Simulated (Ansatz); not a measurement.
## NaF: the gap against volume

NaF, Fm-3m, a = 4.630 Å. Ansatz: PBEsol, PAW, 420 eV, Γ-centred 8×8×8 mesh on 2 atoms, Gaussian smearing 0.02 eV; no spin polarisation. Symmetry fixes shape and atoms, so the cell is only scaled; x = ln(V/V0) with V0 = 12.408 Å³/atom. The gap is read at the mesh points alone.

| x | gap y (eV) |
| --- | --- |
| -0.1278 | 6.920 |
| -0.0943 | 6.718 |
| -0.0619 | 6.530 |
| -0.0305 | 6.355 |
| 0.0000 | ? |
| 0.0296 | 6.043 |
| 0.0583 | 5.902 |
| 0.0953 | 5.727 |

Question: Fit a straight line to the other rows, give the volume deformation potential of the gap and its pressure coefficient, and predict the missing gap. B0 = 48.6 GPa.

Answer: Means x = -0.01876, y = 6.3136; Σ(Δx)² = 0.04088, ΣΔxΔy = -0.2182; the slope is their ratio. y = 6.2135 − 5.3375 x. The slope is the deformation potential a = dE_g/d ln V = -5.34 eV, and dE_g/dP = −a/B0 = 110 meV/GPa. At x = 0.0000 the fit asked for gives 6.213 eV. The run gave 6.195 eV, so the fit is 0.018 eV too high, within twice the rms miss on the fitted rows (0.016 eV).

Semilocal functionals give gaps under the measured ones; changes of the gap mostly carry over better.